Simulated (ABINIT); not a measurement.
Set up this calculation in ABINIT 10.8.3 (patched build), as the native input.

| Property | Result |
| --- | --- |
| Task | equation of state |
| Functional | BP86 |
| Dispersion | D3 |
| Potentials or basis | JTH PAW PBE v2.0 |
| Cutoff | 626 eV |
| k mesh | 10 × 10 × 10 |
| Occupations | fermi-dirac, width 0.05 eV |
| Spin | no spin polarisation |
| Fine-grid cutoff | 1224.51 eV |
| Exchange and correlation inside the PAW spheres | full angular mesh (pawxcdev 0, this build's default; the released program takes 1) |

The system is Li2O.

```
O Li
1.0
     0.00000    2.32685    2.32685
     2.32685    0.00000    2.32685
     2.32685    2.32685    0.00000
O Li
1 2
Cartesian
  0.0000 0.0000 0.0000
  1.1634 1.1634 1.1634
  3.4903 3.4903 3.4903
```

The cell comes from a database or a generator and needn't be the stable form of this composition.

These files were run (other wordings do the same):

run.abi

```
# Datasets: one volume each
ndtset 7
getwfk -1
scalecart1 3*0.9795861087
scalecart2 3*0.9864848297
scalecart3 3*0.9932883884
scalecart4 3*1.0000000000
scalecart5 3*1.0066227096
scalecart6 3*1.0131594038
scalecart7 3*1.0196128224

# Pseudopotentials
pp_dirpath "./"
pseudos "O.GGA_PBE-JTH.xml, Li.GGA_PBE-JTH.xml"

# Structure
acell 3.2906690246 3.2906690246 3.2906690246 Angstrom
rprim
     0.0000000000     0.7071067812     0.7071067812
     0.7071067812     0.0000000000     0.7071067812
     0.7071067812     0.7071067812     0.0000000000
ntypat 2
znucl 8 3
natom 3
typat 1 2 2
xred
     0.0000000000     0.0000000000     0.0000000000
     0.2500000000     0.2500000000     0.2500000000
     0.7500000000     0.7500000000     0.7500000000

# Plane-wave basis
ecut 23.0
pawecutdg 45.0

# k points
kptopt 1
ngkpt 10 10 10
nshiftk 1
shiftk 0.0 0.0 0.0

# Exchange and correlation
ixc -106132
vdw_xc 6

# Bands and occupations
nband 10
occopt 3
tsmear 0.00183747

# SCF cycle
nstep 100
tolvrs 1.0e-9

# Output
iomode 3
prtwf 1
prtden 0
prteig 0
prtebands 0
enunit 1
```

Potentials or basis: JTH PAW PBE v2.0.

The run is started by

```bash
$ abinit run.abi > log 2>&1
```

It gave:

```
Equilibrium volume : 7.49 Å³/atom (rough: see the caveat)
Bulk modulus       : 92 GPa (rough)
```

Caveat: pressures at fixed basis lie under the slope of the energies; the minimum lies outside the volumes run; the PAW data sets were made with another functional, which shifts forces and pressure a little.

Run time: 110 s on 1 thread of Arm Neoverse V1, with other jobs on the host, peak memory 0.13 GiB.
